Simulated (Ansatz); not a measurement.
# Lithium, hcp under RPBE: structure, energy and stiffness

The plan for lithium in the hcp structure: relax it, solve it on a dense k-mesh, then scale the cell to 7 volumes from 88 to 112 % of the relaxed one and try a fit of the equation of state. Spin polarisation is left out. The k-meshes are 12×12×6 for the relaxation; 19×19×10 for the dense run; 13×13×7 for the volumes.

This is Li in the hcp structure; at room conditions it is bcc.

Program: Ansatz 0.2.0. Level of theory: DFT RPBE, plane waves (420 eV) with PAW, scalar-relativistic; PAW files made under PBE, frozen cores solved again for the functional. These are calculated values, not measurements.

### 1 The system as given

Symmetry: P6_3/mmc, No. 194, hexagonal system. Conventional cell: a = 3.126 Å, b = 3.126 Å, c = 5.105 Å, α = 90.00°, β = 90.00°, γ = 120.00°. Around Li (site symmetry -6m2) lie 12 Li at 3.13 Å.

Structure file:

```cif
data_structure
_symmetry_space_group_name_H-M 'P 1'
_symmetry_Int_Tables_number 1
_cell_length_a 3.1264
_cell_length_b 3.1264
_cell_length_c 5.1055
_cell_angle_alpha 90.000
_cell_angle_beta 90.000
_cell_angle_gamma 120.000
_cell_volume 43.22
loop_
_atom_site_label
_atom_site_type_symbol
_atom_site_fract_x
_atom_site_fract_y
_atom_site_fract_z
_atom_site_occupancy
Li1 Li 0.33333 0.66667 0.25000 1
Li2 Li 0.66667 0.33333 0.75000 1
```

### 2 Relaxation of the cell

The input, input.yaml:

```yaml
crystal:
  lattice:
    - [3.1264265076, 0.0, 0.0]
    - [-1.5632132538, 2.7075647787, 0.0]
    - [0.0, 0.0, 5.1054544869]
  atoms:
    - { symbol: Li, position: [0.3333333333, 0.6666666667, 0.25] }
    - { symbol: Li, position: [0.6666666667, 0.3333333333, 0.75] }
hamiltonian:
  xc: rpbe
  pseudopotentials:
    kind: paw
    azcp:
      Li: "pseudopotentials/Li.paw.azcp"
basis:
  ecutwfc: 420
  fft_grid_basis: typed
kpoints:
  mp_grid: { grid: [12, 12, 6], shift: [0, 0, 0] }
magnetization:
  spin_polarized: false
scf:
  occupations: { method: fermi_dirac, width: 0.1 }
relax:
  max_steps: 60
  f_tol: 0.01
  cell: {}
output:
  write_density: true
  write_potential: true
  elf: true
  volumetric_format: npy
```

What it wrote, shortened:

```text
Warning: RAYON_NUM_THREADS=2 ignored (pool sized by the plan → 2); use --threads N
[...]
Pseudopotentials: kind: paw
Pseudopotential: Li, paw, valence charge 3, recommended cutoff 420 eV (normal), <dir>
Functional definition: RPBE
[...]
Crystal: 2 atoms, lattice volume = 43.218 Å³
Basis set: ecut = 420 eV, 833 PW (Γ), exchange–correlation on 48×48×72 points (8 copies of the dense FFT grid, shifted against one another)
Bands: 7, of which v1, the nominal top of the filled ones, is band 3 counted from 1 (2 counted from 0)
Symmetry: 24 space group operations
Space group: P63/mmc (ITA 194), of the structure as read, at distance tolerance 3.5e-5 Å
k-points: 76 of 864
[...]
SCF iter   1: F=—  HF=-410.898021 eV  |F-HF|=—  |Δ(HF+E_count)|=         —  Δρ=1.16e-3  dr2=1.97e-4  ethr=1.77e-3  ⟨swp⟩=4.0  Hψ=3631  notcnv=0
[...]
relax step   1: F+E_penalty+E_count = -410.89736957 eV  Δ(F+E_penalty+E_count) = +0.000e0 eV  max|allowed force component| = 7.517e-18 eV/Å  Δτ_max = 0.0000 Å  P = -0.318 GPa  Ω = 43.218 Å³  (6 SCF iters, accepted)
[...]
relax step   3: F+E_penalty+E_count = -410.89846303 eV  Δ(F+E_penalty+E_count) = -2.756e-4 eV  max|allowed force component| = 6.361e-18 eV/Å  Δτ_max = 0.0000 Å  P = +0.005 GPa  Ω = 42.130 Å³  energy of the carried Pulay correction = +7.537e-6 eV  (3 SCF iters, dr2 threshold 7.46e-8 eV, accepted)
[...]
relax step   4: F+E_penalty+E_count = -410.89845422 eV  Δ(F+E_penalty+E_count) = +8.815e-6 eV  max|allowed force component| = 8.674e-18 eV/Å  Δτ_max = 0.0000 Å  P = +0.005 GPa  Ω = 42.130 Å³  stress off target by 6.14e-3 GPa  SCF on the basis re-selected at this cell (its energy is not [...]
SCF converged after 4 iterations
Free energy (F): -410.898454 eV
[...]
E sigma→0 (E₀):  -410.882848 eV
Entropy (-TS):   -0.031213 eV (-15.606 meV/atom)
Fermi energy:    0.931740 eV
[...]
--- Forces (eV/Å), atoms counted from 1 ---
  atom   1  Li    -0.00000000     0.00000000     0.00000000
  atom   2  Li    -0.00000000    -0.00000000    -0.00000000
[...]
--- Stress (GPa, compression-positive) ---
        0.006136       0.000000      -0.000000
       -0.000000       0.006136      -0.000000
       -0.000000      -0.000000       0.003134
  P = ⅓ Tr σ = 0.0051 GPa (0.051 kbar)
--- Band table (eV; the first three rows and the last of 76) ---
  k-point 0: bands = ["-45.7887", "-45.7736", "-2.5739", "0.9812", "3.7581", "13.1996", "13.1996"]
[...]
--- Relaxed structure (3 steps of the walk, 3 accepted, 1 SCFs on fresh bases) ---
  F+E_penalty+E_count = -410.89845422 eV   max|allowed force component| = 8.674e-18 eV/Å   (the final SCF, on the basis selected at the relaxed cell)
  cell:  # Å, volume = 42.1300 Å³
    - [3.1009943686261625, 0.0, 3.7747734721807065e-33]
    - [-1.5504971843130813, 2.6855399002227425, -1.4416072287576144e-33]
    - [6.164205079997339e-33, 7.471763733330107e-34, 5.058930709348158]
  atoms:
    - { symbol: Li, position: [0.3333333333333333, 0.6666666666666666, 0.25] }
    - { symbol: Li, position: [0.6666666666666666, 0.3333333333333333, 0.7499999999999999] }
```

Run time: 2.6 s. Hardware: 2 threads of an Arm CPU, shared host; peak memory 0.31 GiB.

The steps of the relaxation:

| step | energy change (meV/atom) | largest force (eV/Å) | pressure (GPa) | volume (Å³/atom) |
| --- | --- | --- | --- | --- |
| 1 | 0.00 | 0.0000 | -0.32 | 21.609 |
| 2 | -0.41 | 0.0000 | -0.16 | 21.338 |
| 3 | -0.55 | 0.0000 | 0.00 | 21.065 |
| 4 | -0.54 | 0.0000 | 0.01 | 21.065 |

Steps that repeat a cell are solved on a basis chosen anew, so their changes of energy are no gain of the relaxation.

The cell of the run, before and after:

|  | before | after | change |
| --- | --- | --- | --- |
| a (Å) | 3.126 | 3.101 | -0.8 % |
| b (Å) | 3.126 | 3.101 | -0.8 % |
| c (Å) | 5.105 | 5.059 | -0.9 % |
| volume (Å³/atom) | 21.609 | 21.065 | -2.5 % |
| shortest distance (Å) | 3.126 | 3.099 | -0.9 % |
| space group (spins left aside) | P6_3/mmc | P6_3/mmc | same |

### 3 The energy on a finer k-mesh

The input, input.yaml:

```yaml
crystal:
  lattice:
    - [3.1009943686, 0.0, 0.0]
    - [-1.5504971843, 2.6855399002, 0.0]
    - [0.0, 0.0, 5.0589307093]
  atoms:
    - { symbol: Li, position: [0.3333333333, 0.6666666667, 0.25] }
    - { symbol: Li, position: [0.6666666667, 0.3333333333, 0.75] }
hamiltonian:
  xc: rpbe
  pseudopotentials:
    kind: paw
    azcp:
      Li: "pseudopotentials/Li.paw.azcp"
basis:
  ecutwfc: 420
  fft_grid_basis: typed
kpoints:
  mp_grid: { grid: [19, 19, 10], shift: [0, 0, 0] }
magnetization:
  spin_polarized: false
scf:
  occupations: { method: fermi_dirac, width: 0.1 }
```

What it wrote, shortened:

```text
Warning: RAYON_NUM_THREADS=2 ignored (pool sized by the plan → 2); use --threads N
[...]
[... 3 set-up lines as earlier in the session ...]
[...]
Crystal: 2 atoms, lattice volume = 42.130 Å³
Basis set: ecut = 420 eV, 833 PW (Γ)
Bands: 7, of which v1, the nominal top of the filled ones, is band 3 counted from 1 (2 counted from 0)
[... 2 set-up lines as earlier in the session ...]
k-points: 240 of 3610
[...]
SCF iter   1: F=—  HF=-410.898102 eV  |F-HF|=—  |Δ(HF+E_count)|=         —  Δρ=1.19e-3  dr2=2.02e-4  ethr=1.77e-3  ⟨swp⟩=4.0  Hψ=11417  notcnv=0
[...]
SCF iter   6: F=-410.897483 eV  HF=-410.897483 eV  |F-HF|=1.71e-13  |Δ(HF+E_count)|=  5.16e-11  Δρ=9.35e-9  dr2=2.33e-14  ethr=1.00e-12  ⟨swp⟩=1.0  Hψ=4344  notcnv=0
[...]
SCF converged after 6 iterations
Free energy (F): -410.897483 eV
[...]
E sigma→0 (E₀):  -410.881643 eV
Entropy (-TS):   -0.031680 eV (-15.840 meV/atom)
Fermi energy:    0.957495 eV
[...]
```

It took 1.8 s on 2 threads of an Arm CPU, shared host; peak memory 0.33 GiB.

### 4 Volume × 0.88

The input, input.yaml:

```yaml
crystal:
  lattice:
    - [2.9716331989, 0.0, 0.0]
    - [-1.4858165994, 2.573509841, 0.0]
    - [0.0, 0.0, 4.8478922113]
  atoms:
    - { symbol: Li, position: [0.3333333333, 0.6666666667, 0.25] }
    - { symbol: Li, position: [0.6666666667, 0.3333333333, 0.75] }
hamiltonian:
  xc: rpbe
  pseudopotentials:
    kind: paw
    azcp:
      Li: "pseudopotentials/Li.paw.azcp"
basis:
  ecutwfc: 420
  fft_grid_basis: typed
kpoints:
  mp_grid: { grid: [13, 13, 7], shift: [0, 0, 0] }
magnetization:
  spin_polarized: false
scf:
  occupations: { method: fermi_dirac, width: 0.1 }
  lower_state_search: "off"
output:
  stress: true
```

What it wrote, shortened:

```text
Warning: RAYON_NUM_THREADS=2 ignored (pool sized by the plan → 2); use --threads N
[...]
[... 3 set-up lines as earlier in the session ...]
[...]
Crystal: 2 atoms, lattice volume = 37.074 Å³
Basis set: ecut = 420 eV, 701 PW (Γ)
Bands: 7, of which v1, the nominal top of the filled ones, is band 3 counted from 1 (2 counted from 0)
[... 1 set-up line as earlier in the session ...]
Space group: P63/mmc (ITA 194), of the structure as read, at distance tolerance 3.3e-5 Å
k-points: 84 of 1183
[...]
SCF iter   1: F=—  HF=-410.865914 eV  |F-HF|=—  |Δ(HF+E_count)|=         —  Δρ=1.36e-3  dr2=2.33e-4  ethr=1.77e-3  ⟨swp⟩=4.0  Hψ=4034  notcnv=0
[...]
SCF iter   6: F=-410.865283 eV  HF=-410.865283 eV  |F-HF|=1.14e-13  |Δ(HF+E_count)|=  3.46e-11  Δρ=3.04e-8  dr2=3.48e-13  ethr=1.00e-12  ⟨swp⟩=1.0  Hψ=1514  notcnv=0
[...]
SCF converged after 6 iterations
Free energy (F): -410.865283 eV
[...]
E sigma→0 (E₀):  -410.848608 eV
Entropy (-TS):   -0.033350 eV (-16.675 meV/atom)
Fermi energy:    1.386837 eV
[...]
--- Stress (GPa, compression-positive) ---
        2.015430       0.000000       0.000000
        0.000000       2.015430       0.000000
        0.000000       0.000000       2.274913
  P = ⅓ Tr σ = 2.1019 GPa (21.019 kbar)
```

Wall time 0.71 s (2 threads of an Arm CPU, shared host); peak memory 0.28 GiB.

### 5 Volume × 0.92

input.yaml, as its differences from that of step 4:

```diff
@@ -2,5 +2,5 @@
   lattice:
-    - [2.9716331989, 0.0, 0.0]
-    - [-1.4858165994, 2.573509841, 0.0]
-    - [0.0, 0.0, 4.8478922113]
+    - [3.0159924731, 0.0, 0.0]
+    - [-1.5079962365, 2.6119260993, 0.0]
+    - [0.0, 0.0, 4.9202594805]
   atoms:
@@ -26 +26,5 @@
   stress: true
+  write_density: true
+  write_potential: true
+  elf: true
+  volumetric_format: npy
```

What it wrote, shortened:

```text
Warning: RAYON_NUM_THREADS=2 ignored (pool sized by the plan → 2); use --threads N
[...]
[... 3 set-up lines as earlier in the session ...]
[...]
Crystal: 2 atoms, lattice volume = 38.760 Å³
Basis set: ecut = 420 eV, 749 PW (Γ)
Bands: 7, of which v1, the nominal top of the filled ones, is band 3 counted from 1 (2 counted from 0)
[... 1 set-up line as earlier in the session ...]
Space group: P63/mmc (ITA 194), of the structure as read, at distance tolerance 3.4e-5 Å
k-points: 84 of 1183
[...]
SCF iter   1: F=—  HF=-410.883545 eV  |F-HF|=—  |Δ(HF+E_count)|=         —  Δρ=1.30e-3  dr2=2.20e-4  ethr=1.77e-3  ⟨swp⟩=4.0  Hψ=4025  notcnv=0
[...]
SCF iter   6: F=-410.882923 eV  HF=-410.882923 eV  |F-HF|=0.00e0  |Δ(HF+E_count)|=  2.89e-11  Δρ=7.03e-9  dr2=1.42e-14  ethr=1.00e-12  ⟨swp⟩=3.0  Hψ=1988  notcnv=0
[...]
SCF converged after 6 iterations
Free energy (F): -410.882923 eV
[...]
E sigma→0 (E₀):  -410.866125 eV
Entropy (-TS):   -0.033597 eV (-16.798 meV/atom)
Fermi energy:    1.232702 eV
[...]
--- Stress (GPa, compression-positive) ---
        1.199289      -0.000000       0.000000
       -0.000000       1.199289       0.000000
        0.000000       0.000000       1.435704
  P = ⅓ Tr σ = 1.2781 GPa (12.781 kbar)
--- Band table (eV; the first three rows and the last of 84) ---
  k-point 0: bands = ["-45.3759", "-45.3549", "-2.4130", "1.2198", "4.3026", "14.2100", "14.2100"]
[...]
```

It took 0.97 s on 2 threads of an Arm CPU, shared host; peak memory 0.29 GiB.

Density in a lattice plane of the grid's cell (edges 3.02 and 4.92 Å, at 0.333 of the third edge), which holds Li.

Values in e/Å³, 12 rows by 8 columns:
```
0.06 0.06 0.06 0.05 0.06 0.07 0.07 0.05
0.05 0.06 0.06 0.06 0.22 1.97 1.25 0.09
0.05 0.06 0.06 0.06 0.95 7.52 5.09 0.23
0.05 0.06 0.06 0.06 0.23 2.11 1.35 0.09
0.06 0.06 0.06 0.06 0.06 0.07 0.07 0.05
0.06 0.06 0.06 0.06 0.06 0.06 0.06 0.06
0.06 0.05 0.06 0.06 0.06 0.06 0.06 0.06
0.05 0.06 0.06 0.05 0.06 0.06 0.06 0.06
0.05 0.06 0.06 0.06 0.06 0.06 0.06 0.05
0.05 0.06 0.06 0.05 0.06 0.06 0.06 0.06
0.06 0.05 0.06 0.06 0.06 0.06 0.06 0.06
0.06 0.06 0.06 0.06 0.06 0.06 0.06 0.06
```
Columns run along the first of these edges and rows up along the second, over one cell in 8 and 12 even steps from the bottom left corner. Atoms in the plane (fractional): Li at (0.67, 0.75).

ELF in the same plane.

Values, 12 rows by 8 columns:
```
0.48 0.64 0.61 0.36 0.05 0.03 0.03 0.11
0.18 0.56 0.49 0.06 0.10 0.75 0.59 0.03
0.09 0.51 0.41 0.04 0.53 0.99 0.99 0.12
0.18 0.56 0.49 0.07 0.12 0.74 0.61 0.03
0.48 0.64 0.61 0.35 0.07 0.02 0.03 0.13
0.60 0.62 0.62 0.59 0.48 0.38 0.40 0.52
0.48 0.36 0.39 0.51 0.60 0.62 0.62 0.59
0.18 0.07 0.10 0.27 0.53 0.62 0.61 0.47
0.08 0.03 0.04 0.17 0.47 0.61 0.59 0.39
0.18 0.07 0.09 0.27 0.53 0.63 0.61 0.47
0.48 0.37 0.39 0.51 0.60 0.63 0.63 0.59
0.61 0.63 0.62 0.59 0.50 0.41 0.43 0.54
```
Columns run along the first of these edges and rows up along the second, over one cell in 8 and 12 even steps from the bottom left corner. Atoms in the plane (fractional): Li at (0.67, 0.75).

Both are smooth fields of the valence electrons: close to the nuclei they are not physical.

Outside the cores ELF peaks at 0.72 between the atoms, 2.1 Å from Li; 0.63 beside Li, off the lines to its neighbours, 1.6 Å from Li.

[end of part 1 of 2]
